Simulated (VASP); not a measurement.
AlN:

```
Al N
1.0
     3.11300    0.00000    0.00000
    -1.55650    2.69594    0.00000
     0.00000    0.00000    4.98100
Al N
2 2
Direct
  0.66667 0.33333 0.50000
  0.33333 0.66667 0.00000
  0.66667 0.33333 0.88000
  0.33333 0.66667 0.38000
```

Program: VASP 6.6.1. Alike in all runs: no spin polarisation; cell as given.

Question: Order these runs on this cell by their pressure, lowest first.
A. level PBE; potentials or basis VASP PAW PBE potentials, release 64 (Al, N); k mesh 10 × 10 × 6; cutoff (eV) 520; smearing fermi-dirac 0.05 eV; mesh quality not flagged
B. level r2SCAN-EpsX; potentials or basis VASP PAW PBE potentials, release 64 (Al, N); k mesh 6 × 6 × 4; cutoff (eV) 520; smearing gaussian 0.02 eV; ladder gaps; grid for exact exchange (PRECFOCK) Fast; exchange at q = 0 truncated; share of exact exchange 0.2218; mesh quality not flagged
C. level HSE03; potentials or basis VASP PAW PBE potentials, release 64 (Al, N); k mesh 6 × 6 × 4; cutoff (eV) 520; smearing gaussian 0.02 eV; ladder free; grid for exact exchange (PRECFOCK) Fast; mesh quality not flagged
D. level r2SCAN50+ULG; potentials or basis VASP PAW PBE potentials, release 54 (Al, N); k mesh 5 × 5 × 3; cutoff (eV) 520; smearing tetrahedron; grid for exact exchange (PRECFOCK) Fast; exchange at q = 0 truncated; mesh quality coarse
E. level PBEsol; potentials or basis VASP PAW PBE potentials, release 64 (Al, N); k mesh 10 × 10 × 6; cutoff (eV) 500; smearing gaussian 0.1 eV; mesh quality not flagged

Answer: D (-14.0 GPa), B (-4.0 GPa), C (-1.5 GPa), E (0.2 GPa), A (3.5 GPa).

Caveats: some runs use coarse meshes; the PAW data sets were made with another functional, which shifts forces and pressure a little (some runs); an odd mesh through Γ misses points on the zone boundary, where band edges often lie (some runs).

Not every run made on this cell is shown here.
